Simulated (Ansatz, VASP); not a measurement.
This is a calculation of Ga for VASP 6.6.1.

The input INCAR:

```
  ALGO = Normal
  EDIFF = 1E-7
  ENCUT = 520
  GGA = PS
  ISIF = 2
  ISMEAR = -1
  LASPH = True
  LCHARG = False
  LREAL = False
  LWAVE = False
  NBANDS = 20
  NELM = 100
  PREC = Accurate
  SIGMA = 0.05
```

File KPOINTS:

```
k-points
0
Gamma
  10 8 7
```

File POSCAR:

```
Ga
1.0
    2.7784220849      0.0000000000      0.0000000000
    0.0000000000      3.2816087900      0.0000000000
   -1.3434310986      0.0000000000      3.9902731763
Ga
2
Direct
    0.1313560000      0.7476030000      0.7672330000
    0.8576800000      0.2572700000      0.2275200000
```

Potentials or basis: VASP PAW PBE potentials, release 64 (Ga_d).

Run with:

```bash
$ cat potpaw_PBE.64/Ga_d/POTCAR > POTCAR
$ mpirun -np 1 vasp_std > vasp.out
```

Problem. Translate it to Ansatz 0.2.0. Potentials there: Ansatz PAW.

Solution. As run (the cutoff follows the program's own potentials):

Contents of input.yaml:

```yaml
crystal:
  lattice:
    - [2.7784220849, 0.0, 0.0]
    - [0.0, 3.28160879, 0.0]
    - [-1.3434310986, 0.0, 3.9902731763]
  atoms:
    - { symbol: Ga, position: [0.131356, 0.747603, 0.767233] }
    - { symbol: Ga, position: [0.85768, 0.25727, 0.22752] }
hamiltonian:
  xc: pbesol
  pseudopotentials: { kind: paw }
kpoints:
  mp_grid: { grid: [10, 8, 7] }
scf:
  occupations: { method: fermi_dirac, width: 0.05 }
output:
  forces: true
  stress: true
  eigenvalues: true
```

Potentials or basis: Ansatz PAW.

The run is started by

```bash
$ ansatz run input.yaml --threads 1 --pin off --max-ram 3584MiB --backend cpu --events-out ev --progress --plain --runs-dir out
```

Both were run:

|  | VASP | Ansatz | Ansatz less VASP |
| --- | --- | --- | --- |
| gap on the k mesh at the Fermi level (eV) | none | none | - |
| pressure (GPa) | -0.5 | -0.7 | -0.15 |
| largest component of the traceless stress (GPa) | 1.05 | 1.03 | -0.019 |
| rms of the force components (eV/Å) | 0.049 | 0.048 | -0.0008 |

Atom by atom the forces differ by 0.001 eV/Å (rms over components). A gap of «none» marks a metal or a gap that the smearing closes.

Caveats: the PAW data sets were made with another functional, which shifts forces and pressure a little (VASP); the PAW data sets come from PBE, with cores solved anew for the run's functional, which leaves a small shift of forces and pressure (Ansatz).
